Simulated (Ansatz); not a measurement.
# AlRu: the cost of one run

Method: DFT r2SCAN, scalar-relativistic, plane waves, PAW, in Ansatz 0.2.0.

1 further run of the same task is left out (set aside as unsound or not needed).

### Step 1. The structure to begin with

It takes space group P4/mmm (No. 123, tetragonal). The conventional cell has a = 2.810 Å, b = 2.810 Å, c = 4.066 Å, α = 90.00°, β = 90.00°, γ = 90.00°. Around Ti (site symmetry 4/mmm) lie 4 Ti at 2.81 Å and 8 Al at 2.84 Å. Al (site symmetry 4/mmm) is surrounded by 4 Al at 2.81 Å and 8 Ti at 2.84 Å.

Structure file:

```xyz
2
Lattice="2.8098 0.0000 0.0000 0.0000 2.8098 0.0000 0.0000 0.0000 4.0658" Properties=species:S:1:pos:R:3 pbc="T T T"
Ti    1.4049    1.4049    2.0329
Al    0.0000    0.0000    0.0000
```

It goes back to an entry of the Materials Project, which need not be the stable form.

It is the result of an earlier relaxation at this level (volume 16.05 Å³/atom; gap on the mesh: none (metal)).

### Step 2. Swap Ti → Ru

AlRu starts from the relaxed positions of TiAl, with all lengths scaled by 0.966, a guess from tabulated radii.

### Step 3. Quick check of gap, pressure and forces (AlRu)

input.yaml

```yaml
crystal:
  lattice:
    - [2.7143570927, 0.0, 0.0]
    - [0.0, 2.7143570927, 0.0]
    - [0.0, 0.0, 3.9276025472]
  atoms:
    - { symbol: Ru, position: [0.5, 0.5, 0.5] }
    - { symbol: Al, position: [0.0, 0.0, 0.0] }
basis:
  ecutwfc: 500
kpoints:
  mp_grid: { grid: [6, 6, 4] }
hamiltonian:
  xc: r2scan
scf:
  occupations: { method: gaussian, width: 0.1 }
output:
  forces: true
  stress: true
  eigenvalues: true
```

The run is started by

```bash
$ ansatz run input.yaml --threads 1 --pin off --max-ram 2560MiB --backend cpu --events-out ev --progress --plain --runs-dir out
```

**Question.** How long does this run take on 1 thread of Oxide Virtual Turin-like (Zen 5), shared host, and how much memory does it need?

About 1.9 s, with a peak of 0.38 GiB.
